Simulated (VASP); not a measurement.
# Be (Im-3m) in VASP: single point with HSE06

Aim: the single point of Be with HSE06.

All numbers are computed with VASP 6.6.1; they aren't measurements. Logs are shortened: lines on timing, memory, paths and dates and some standing lists are left out, and cuts for length are marked.

## (1) Starting point

The structure is cubic, space group Im-3m (No. 229). Conventional cell: a = 2.497 Å, b = 2.497 Å, c = 2.497 Å, α = 90.00°, β = 90.00°, γ = 90.00°. Be (site symmetry m-3m) has 8 Be at 2.16 Å as nearest neighbours.

The cell was built by a generator and needn't be a form met in nature.

## (2) Single point, HSE06

Contents of POSCAR:

```
Be
1.0
   -1.2483903233      1.2483903233      1.2483903233
    1.2483903233     -1.2483903233      1.2483903233
    1.2483903233      1.2483903233     -1.2483903233
Be
1
Direct
    0.0000000000      0.0000000000      0.0000000000
```

Contents of INCAR.step1:

```
PREC = Accurate
ENCUT = 520
EDIFF = 1E-5
ISMEAR = 0
SIGMA = 0.05
LREAL = F
LASPH = T
NELM = 100
ALGO = Normal
ISIF = 2
LWAVE = T
LCHARG = F
NBANDS = 7
GGA = PE
```

Contents of INCAR.step2:

```
PREC = Accurate
ENCUT = 520
EDIFF = 1E-7
ISMEAR = 0
SIGMA = 0.05
LREAL = F
LASPH = T
NELM = 100
ALGO = Normal
ISIF = 2
LWAVE = F
LCHARG = F
GGA = PE
LHFCALC = T
HFSCREEN = 0.2079
PRECFOCK = Normal
NBANDS = 7
ISTART = 1
```

Contents of KPOINTS:

```
regular mesh
0
Gamma
  12 12 12
```

Potentials or basis: VASP PAW PBE potentials, release 64 (Be).

On the command line:

```sh
> cat potpaw_PBE.64/Be/POTCAR > POTCAR
> cp INCAR.step1 INCAR
> mpirun -np 1 vasp_std > vasp.out
> cp INCAR.step2 INCAR
> mpirun -np 1 vasp_std > vasp.out
```

OUTCAR:

```text
PREC = Accurate
   ENCUT = 520
   EDIFF = 1E-7
   ISMEAR = 0
   LREAL = F
   LASPH = T
   NELM = 100
   ISIF = 2
   GGA = PE
   LHFCALC = T
   HFSCREEN = 0.2079
   PRECFOCK = Normal
   ISTART = 1

 ion  position               nearest neighbor table
   1  0.000  0.000  0.000-

  LATTYP: Found a body centered cubic cell.
 ALAT       =     2.4967806466

  Lattice vectors:

 A1 = (  -1.2483903233,   1.2483903233,   1.2483903233)
 A2 = (   1.2483903233,  -1.2483903233,   1.2483903233)
 A3 = (   1.2483903233,   1.2483903233,  -1.2483903233)

Analysis of symmetry for initial positions (statically):
=====================================================================
 Subroutine PRICEL returns:
 Original cell was already a primitive cell.

 Routine SETGRP: Setting up the symmetry group for a
 body centered cubic supercell.

 Subroutine GETGRP returns: Found 48 space group operations
 (whereof 48 operations were pure point group operations)
 out of a pool of 48 trial point group operations.

The static configuration has the point symmetry O_h .

Analysis of symmetry for dynamics (positions and initial velocities):
=====================================================================
 Subroutine PRICEL returns:
 Original cell was already a primitive cell.

 Routine SETGRP: Setting up the symmetry group for a
 body centered cubic supercell.

 Subroutine GETGRP returns: Found 48 space group operations
 (whereof 48 operations were pure point group operations)
 out of a pool of 48 trial point group operations.

The dynamic configuration has the point symmetry O_h .

 Subroutine INISYM returns: Found 48 space group operations
 (whereof 48 operations are pure point group operations),
 and found     1 'primitive' translations

----------------------------------------------------------------------------------------

                                     Primitive cell

  volume of cell :       7.7824

  direct lattice vectors                    reciprocal lattice vectors
    -1.248390323  1.248390323  1.248390323     0.000000000  0.400515761  0.400515761
     1.248390323 -1.248390323  1.248390323     0.400515761  0.000000000  0.400515761
     1.248390323  1.248390323 -1.248390323     0.400515761  0.400515761  0.000000000

  length of vectors
[... 88 lines left out ...]
   POTIM  = 0.5000    time-step for ionic-motion
   TEBEG  =    0.0;   TEEND  =   0.0 temperature during run
   PSTRESS=    0.0 pullay stress
   NELECT =       2.0000    total number of electrons
   NUPDOWN=      -1.0000    fix difference up-down
   EMIN   =  10.00;   EMAX   =-10.00  energy-range for DOS
   EFERMI =   0.00;   METHOD = LEGACY
   ISMEAR =     0;   SIGMA  =   0.05  broadening in eV -4-tet -1-fermi 0-gaus
   EFERMI_NEDOS =   21; number of points for ismear=-14 and -15
   IALGO  =     38    algorithm
   IMIX   =      1    mixing-type and parameters
     AMIX     =   0.40;   BMIX     =  1.00
     AMIX_MAG =   1.60;   BMIX_MAG =  1.00
  volume/ion in A,a.u.               =       7.78        52.52
  Fermi-wavevector in a.u.,A,eV,Ry     =   1.040833  1.966889 14.739648  1.083334
  Thomas-Fermi vector in A             =   2.175427
   LORBIT       =      0    0 simple, 1 ext, 2 COOP (PROOUT), +10 PAW based schemes
   GGA     = PE    functional components
   LHFCALC =     T    Hartree Fock is set to
   PRECFOCK=normal    Normal, Fast or Accurate (Low or Medium for compatibility)
   ENCUT4O =  -1.0   cutoff for four orbital integrals eV
   NKREDX  =     1    reduce k-point grid by
   NKREDY  =     1    reduce k-point grid by
   NKREDZ  =     1    reduce k-point grid by
   AEXX    =    0.2500 exact exchange contribution
   HFSCREEN=    0.2079 screening length (either q_TF or 0.3 A-1)
   HFSCREENC=   0.2079 screening length for correlation (either q_TF or 0.3 A-1)
   ENCUTFOCK=  -1.0 apply spherical cutoff to Coloumb kernel
   IVDW    =     0    specifies the selected vdW correction
   LEPSILON=     F    determine dielectric tensor
   LRPA    =     F    only Hartree local field effects (RPA)
 non-spin polarized calculation
 Gauss-broadening in eV      SIGMA  =   0.05
  energy-cutoff  :      520.00
  volume of cell :        7.78
 maximum number of plane-waves:       236
  NGX = 14; NGY = 14; NGZ = 14

 number of electron       2.0000000 magnetization

 Free energy of the ion-electron system (eV)
  ---------------------------------------------------
  ext. energy  EPLUGINS =         0.00000000
  ---------------------------------------------------
  free energy    TOTEN  =        -3.68618818 eV

  energy without entropy =       -3.68596382  energy(sigma->0) =       -3.68607600

 E-fermi :   8.4193     XC(G=0):  -8.7631

 val. band max:        8.3796739995   @ k =  -0.3333  -0.4167   0.0833
 cond. band min:       8.4894111586   @ k =  -0.4167   0.4167   0.4167
 fundamental gap:      0.1097371591
 Fermi energy:         8.4192776222

 k-point     1 :       0.0000    0.0000    0.0000
  band No.  band energies     occupation
      1      -5.9507      2.00000
      2      29.0225      0.00000
      3      29.0225      0.00000
      4      29.0225      0.00000
      5      40.3218      0.00000
      6      40.3218      0.00000
      7      40.3218      0.00000
[... 221 lines left out ...]
 k-point    24 :       0.4167    0.0833    0.0833
  band No.  band energies     occupation
      1       2.8408      2.00000
      2       8.7315      0.00000
      3      19.7358      0.00000
      4      20.5562      0.00000
      5      35.4503      0.00000
      6      38.2227      0.00000
      7      47.2365      0.00000

 [... further k-points ...]

------------------------ aborting loop because EDIFF is reached ----------------------------------------

  FORCE on cell =-STRESS in cart. coord.  units (eV):
  Direction    XX          YY          ZZ          XY          YZ          ZX
  --------------------------------------------------------------------------------------
  -------------------------------------------------------------------------------------
  Total       -0.0053645     -0.0053645     -0.0053645      0.0000000     -0.0000000      0.0000000
  in kB       -1.1044073     -1.1044073     -1.1044073      0.0000000     -0.0000000      0.0000000
  external PRESSURE =      -1.1044073 kB  Pullay stress =       0.0000000 kB

 VOLUME and BASIS-vectors are now :
 -----------------------------------------------------------------------------
  energy-cutoff  :      520.00
  volume of cell :        7.78
      direct lattice vectors                 reciprocal lattice vectors
    -1.248390323  1.248390323  1.248390323     0.000000000  0.400515761  0.400515761
     1.248390323 -1.248390323  1.248390323     0.400515761  0.000000000  0.400515761
     1.248390323  1.248390323 -1.248390323     0.400515761  0.400515761  0.000000000

 POSITION                                       TOTAL-FORCE (eV/Angst)
 -----------------------------------------------------------------------------------
      0.00000      0.00000      0.00000        -0.000000      0.000000     -0.000000
 -----------------------------------------------------------------------------------
    total drift:                               -0.000000      0.000000      0.000000

  FREE ENERGIE OF THE ION-ELECTRON SYSTEM (eV)
  ---------------------------------------------------
  free  energy   TOTEN  =        -3.6861881826 eV

  energy  without entropy=       -3.6859638156  energy(sigma->0) =       -3.68607600
```

OSZICAR.step1:

```text
N       E                     dE             d eps       ncg     rms          rms(c)
DAV:   1    -0.234021658268E+01   -0.23402E+01   -0.12836E+03  1127   0.248E+02
DAV:   2    -0.368714529862E+01   -0.13469E+01   -0.13404E+01  1365   0.269E+01
DAV:   3    -0.368872061838E+01   -0.15753E-02   -0.15735E-02  1197   0.848E-01
DAV:   4    -0.368872084661E+01   -0.22823E-06   -0.22931E-06  1477   0.105E-02
DAV:   5    -0.368872084634E+01    0.27739E-09   -0.18885E-10  1169   0.476E-05    0.791E-01
DAV:   6    -0.366662411070E+01    0.22097E-01   -0.25126E-03  1120   0.489E-01    0.487E-01
DAV:   7    -0.365799948899E+01    0.86246E-02   -0.24700E-03  1071   0.510E-01    0.183E-02
DAV:   8    -0.365797579031E+01    0.23699E-04   -0.84232E-06  1155   0.252E-02    0.687E-03
DAV:   9    -0.365797599093E+01   -0.20062E-06   -0.97334E-07   609   0.712E-03
   1 F= -.36579760E+01 E0= -.36578398E+01  d E =-.272467E-03
```

It took 11 min on 1 thread of Intel Xeon Platinum 8488C (Sapphire Rapids), shared host; peak memory 0.22 GiB.

What came out:

| Item | Value |
| --- | --- |
| Free energy | -3.6862 eV |
| Pressure | -0.1 GPa |
| Band gap on the k mesh | none (metal or under the smearing width) |

Levels at points of the mesh, in eV from the Fermi level:
```csv
k point,band 1,band 2,band 3,band 4,band 5,band 6
"(0.00, 0.00, 0.00)",-14.37,20.60,20.60,20.60,31.90,31.90
"(0.50, 0.00, 0.00)",-6.33,0.28,13.19,16.44,21.28,27.38
"(0.50, 0.50, 0.50)",5.47,5.47,5.47,11.33,11.33,20.07
```

Caveat: the PAW data sets were made with another functional, which shifts forces and pressure a little.
